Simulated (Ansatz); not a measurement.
## Lattice vibrations of Cu at Γ at 18 GPa

Method: DFT PBE, scalar-relativistic, plane waves, PAW (Ansatz 0.2.0). Settings: 420 eV plane-wave cutoff, Γ-centred 18×18×6 mesh, Fermi-Dirac smearing of 0.15 eV. No spin polarisation. Phonons by linear response, acoustic sum rule imposed.

The cell, relaxed at 18 GPa:
```
CELL_PARAMETERS angstrom
2.48189 0.00000 0.00000
-1.24095 2.14938 0.00000
0.00000 0.00000 8.12110
ATOMIC_POSITIONS crystal
Cu 0.00000 0.00000 0.00000
Cu 0.33333 0.66667 0.25000
Cu 0.00000 0.00000 0.50000
Cu 0.66667 0.33333 0.75000
```

In a metal, frequencies and elastic constants depend on the k mesh and the smearing, soft modes and shear constants most. Other phases may be more stable at this pressure.

Optical modes at Γ; i marks an imaginary frequency:
```csv
frequency (meV),degeneracy
11.3,2
11.5,2
15.8,2
27.4,1
27.7,1
37.4,1
```

All 9 optical modes at Γ are real: no displacement of atoms at fixed cell lowers the energy to second order. Strains and modes at other wave vectors aren't tested by this run.

This form isn't the element's structure at ambient conditions.

Cost: 1 run of about 8.2 core-minutes, on Intel Xeon 6975P-C (Granite Rapids) (shared hosts).